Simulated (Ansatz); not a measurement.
**What moves the field gradients of SiO2?**

Cell of run 1: a structure deposited in the COD.

```cif
data_SiO2
_symmetry_space_group_name_H-M 'P2_13'
_symmetry_Int_Tables_number 198
_cell_length_a 7.1600
_cell_length_b 7.1600
_cell_length_c 7.1600
_cell_angle_alpha 90.000
_cell_angle_beta 90.000
_cell_angle_gamma 90.000
loop_
_atom_site_label
_atom_site_type_symbol
_atom_site_symmetry_multiplicity
_atom_site_Wyckoff_symbol
_atom_site_fract_x
_atom_site_fract_y
_atom_site_fract_z
Si1 Si 4 a 0.2550 0.2550 0.2550
Si5 Si 4 a 0.9920 0.9920 0.9920
O9 O 4 a 0.1250 0.1250 0.1250
O13 O 12 b 0.6600 0.6600 0.0620
```

One atom of each set is listed.

Relaxed positions (PBE, cell held):

Si1 (0.2807, 0.2807, 0.2807)
Si5 (0.0206, 0.0206, 0.0206)
O9 (0.1505, 0.1505, 0.1505)
O13 (0.6398, 0.6616, 0.0434)

All runs are DFT with Ansatz 0.2.0 (plane waves and PAW, scalar-relativistic unless spin–orbit coupling is named, Γ-centred meshes, Fermi–Dirac smearing where given) in this cell.

Run 1: PBE, atoms as given; 420 eV, 4×4×4 k-points, smearing 0.02 eV.
Run 2: PBE, atoms relaxed; 420 eV, 4×4×4 k-points, smearing 0.02 eV.
Run 3: r2SCAN, at the relaxed atoms; 500 eV, 4×4×4 k-points, smearing 0.02 eV.
Run 4: LDA, at the relaxed atoms; 420 eV, 4×4×4 k-points, smearing 0.02 eV.
Run 5: PBEsol, at the relaxed atoms; 420 eV, 4×4×4 k-points, smearing 0.02 eV.

| run | Si1 V_zz (η) | Si5 V_zz (η) | O9 V_zz (η) | O13 V_zz (η) |
| --- | --- | --- | --- | --- |
| 1 | -1.82 (0.00) | 2.83 (0.00) | 10.84 (0.00) | 9.37 (0.61) |
| 2 | 0.40 (0.00) | -0.15 (0.00) | 10.60 (0.00) | 9.68 (0.18) |
| 3 | 0.38 (0.00) | -0.14 (0.00) | 10.48 (0.00) | 9.56 (0.18) |
| 4 | 0.38 (0.00) | -0.15 (0.00) | 10.33 (0.00) | 9.45 (0.17) |
| 5 | ? | ? | ? | ? |

V_zz in 10²¹ V/m².

Problem. Estimate the row of run 5.

Solution. Si1: 0.39 (0.00); Si5: -0.15 (0.00); O9: 10.44 (0.00); O13: 9.53 (0.17). It lies nearest to run 3, from whose tensors on these sites it differs by 0.05 at most (largest principal value of the difference, on O13). Taken one at a time, the positions of the atoms (as given or relaxed) move the tensors on these sites by up to 7.79 (largest principal value of the change, on O13), the functional (between the two that differ most) by 0.27 (O9).

The database positions were far from equilibrium, so the relaxed structure may not be the compound's real one. In runs 1, 3, 4 the atoms aren't at the calculated equilibrium (largest force 3.5, 0.26, 0.34 eV/Å). Run 1: The database positions are far from the calculated equilibrium, so these values describe the entry as written and may be far from the real compound's.
